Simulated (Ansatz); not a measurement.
Runs of Ansatz 0.2.0 on Zn. It takes space group Im-3m (No. 229, cubic). The conventional cell has a = 3.138 Å, b = 3.138 Å, c = 3.138 Å, α = 90.00°, β = 90.00°, γ = 90.00°. Zn (site symmetry m-3m) is surrounded by 8 Zn at 2.72 Å. This isn't the form of Zn at room conditions, which is hcp.

| task | level | potentials or basis | cutoff (eV) | smearing | basis error allowed | gap on the mesh (eV) | pressure (GPa) |
| --- | --- | --- | --- | --- | --- | --- | --- |
| band structure | LDA | all-electron LAPW, scalar-relativistic | 253 | fermi-dirac 0.05 eV | 0.001 eV/atom | - | -8.3 |
| single point | PBEsol | all-electron LAPW, scalar-relativistic | 253 | fermi-dirac 0.05 eV | 0.001 eV/atom | none | -5.2 |
| single point | LDA | all-electron LAPW, scalar-relativistic | 253 | gaussian 0.02 eV | 0.001 eV/atom | none | -8.3 |
| band structure | PBEsol | all-electron PAW datasets made for the crystal | 260 | fermi-dirac 0.05 eV | - | - | -5.2 |
| band structure | PBEsol | all-electron LAPW, non-relativistic | 253 | fermi-dirac 0.05 eV | 0.001 eV/atom | - | -3.9 |
| electrostatic potential | r2SCAN+D3(BJ) | all-electron PAW datasets made for the crystal | 260 | cold 0.1 eV | - | none | (a) |
| band structure | PBEsol | all-electron LAPW, inner shells corrected to Dirac's equation | 253 | fermi-dirac 0.05 eV | 0.001 eV/atom | - | -5.2 |
| single point | PBEsol | all-electron LAPW, scalar-relativistic | 253 | gaussian 0.05 eV | 0.001 eV/atom | none | -5.1 |

Alike in all rows: no spin polarisation; cell as given; k mesh 12 × 12 × 12.

Q: Fill in the values left out.

A: (a) -7.1.

Caveats: the program warned that the printed levels may be off, so bands, gaps and densities of states are rough (some runs); pairwise dispersion overbinds metals, which lowers pressure and volume (some runs).

A k mesh can miss the band edges.

A gap of «none» marks a metal or a gap under the smearing width.

Not every run made on this cell is shown here.
